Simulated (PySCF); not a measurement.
Compound: 1,3-cyclopentadiene, C₅H₆.
Bonds: C1–C2 (double), C2–C3, C3–C4, C4–C5 (double), C1–C5. Hydrogens: H6 on C1; H7 on C2; H8, H9 on C3; H10 on C4; H11 on C5.

The same species was optimised twice, with GFN2-xTB and with PBE0-D3(BJ)/def2-SVP (PySCF), and the same property calculations (PySCF, gas phase) were run on both structures.

```
   coordinate  GFN2-xTB  PBE0-D3(BJ)/def2-SVP  change
    C2–H7 (Å)     1.074                 1.091  +0.017
   C4–H10 (Å)     1.074                 1.091  +0.017
    C1–H6 (Å)     1.075                 1.092  +0.017
   C5–H11 (Å)     1.076                 1.092  +0.016
    C1–C5 (Å)     1.448                 1.464  +0.016
    C3–H9 (Å)     1.092                 1.106  +0.014
    C3–H8 (Å)     1.092                 1.106  +0.014
    C4=C5 (Å)     1.339                 1.351  +0.012
    C1=C2 (Å)     1.339                 1.350  +0.011
    C2–C3 (Å)     1.493                 1.496  +0.003
    C3–C4 (Å)     1.493                 1.496  +0.003
 H8–C3–H9 (°)     106.9                 105.6    -1.3
C3–C4–H10 (°)     123.0                 124.3    +1.3
 C3–C2–H7 (°)     123.0                 124.3    +1.3
 C2–C3–C4 (°)     102.6                 103.7    +1.1
C5–C4–H10 (°)     127.6                 126.8    -0.8
 C5–C1–H6 (°)     123.9                 124.7    +0.8
 C1–C2–H7 (°)     127.6                 126.8    -0.8
C1–C5–H11 (°)     123.9                 124.7    +0.8
```

Rotational constants: A = 8536, B = 8442, C = 4358 MHz (GFN2-xTB) against A = 8472, B = 8260, C = 4294 MHz (PBE0-D3(BJ)/def2-SVP). Point groups within 0.08 Å: C2v and C2v.

On the GFN2-xTB structure: HOMO (eV) -6.36 [PBE0/pcSseg-1]; LUMO (eV) -0.47 [PBE0/pcSseg-1]; dipole (D) 0.53 [PBE0/pcSseg-1]; GIAO shielding of C1/C5 (mean) (ppm) 47.1 [PBE0/pcSseg-1]; GIAO shielding of C2/C4 (mean) (ppm) 45.3 [PBE0/pcSseg-1]; GIAO shielding of C3 (ppm) 141.3 [PBE0/pcSseg-1].

Q: What do these properties become on the PBE0-D3(BJ)/def2-SVP structure?

A: 
```json
{"property": "HOMO (eV)", "level": "PBE0/pcSseg-1", "on GFN2-xTB": "-6.36", "on PBE0-D3(BJ)/def2-SVP": "-6.36", "change": "0.00"}
{"property": "LUMO (eV)", "level": "PBE0/pcSseg-1", "on GFN2-xTB": "-0.47", "on PBE0-D3(BJ)/def2-SVP": "-0.52", "change": "-0.05"}
{"property": "dipole (D)", "level": "PBE0/pcSseg-1", "on GFN2-xTB": "0.53", "on PBE0-D3(BJ)/def2-SVP": "0.55", "change": "+0.02"}
{"property": "energy, GFN2-xTB geometry as zero (kcal/mol)", "level": "PBE0/pcSseg-1", "on GFN2-xTB": "0.0", "on PBE0-D3(BJ)/def2-SVP": "-0.4", "change": "-0.4"}
{"property": "GIAO shielding of C1/C5 (mean) (ppm)", "level": "PBE0/pcSseg-1", "on GFN2-xTB": "47.1", "on PBE0-D3(BJ)/def2-SVP": "43.7", "change": "-3.4"}
{"property": "GIAO shielding of C2/C4 (mean) (ppm)", "level": "PBE0/pcSseg-1", "on GFN2-xTB": "45.3", "on PBE0-D3(BJ)/def2-SVP": "43.1", "change": "-2.2"}
{"property": "GIAO shielding of C3 (ppm)", "level": "PBE0/pcSseg-1", "on GFN2-xTB": "141.3", "on PBE0-D3(BJ)/def2-SVP": "140.0", "change": "-1.3"}
```

The heavy atoms differ by 0.010 Å rms after alignment. Among all bonds C1–C5, C1–H6, C2–H7, C4–H10 and C5–H11 change most and about equally (+0.016 to +0.017 Å). Changes are differences of the printed values. Neither structure is proved a minimum here.
